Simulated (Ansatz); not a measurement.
# Ta: pressure against volume

Ta, Im-3m, a = 3.305 Å. Ansatz: r2SCAN, PAW, 500 eV, Γ-centred 18×18×18 mesh on 1 atom, Gaussian smearing 0.10 eV; no spin polarisation. Symmetry fixes shape and atoms, so the cell is only scaled; pressure is positive in compression.

```
V (Å³/atom) P (GPa)
     16.961        ?
     17.502     6.51
     18.043     0.00
     18.585    -5.66
     19.126   -10.56
```

Task: Take V0 = 18.043 Å³/atom, fit the third-order Birch–Murnaghan form to the other rows, and predict the missing pressure.

Result: With the Eulerian strain f = ½[(V0/V)^(2/3) − 1] and y = P/[3f(1 + 2f)^(5/2)], the form is the line y = B0 + 1.5 B0 (B0′ − 4) f. Rows (f, y): 0.01025, 201.2; -0.00977, 202.9; -0.01906, 203.5. Means f = -0.006193, y = 202.53; Σ(Δf)² = 0.0004487, ΣΔfΔy = -0.03567; the slope is their ratio. y = 202.0 − 79.50 f GPa, so B0 = 202.0 GPa and B0′ = 4 + 2 × (-79.50)/(3 × 202.0) = 3.74. At V = 16.961, f = 0.02104, y = 200.33 and P = 14.02 GPa. The run gave 13.94 GPa, so the fit is 0.08 GPa too high, a small miss on the scale of the series. The form still works here, 33 % of the fitted range beyond its end.

Spin–orbit coupling is left out, which can shift energies with elements as heavy as these.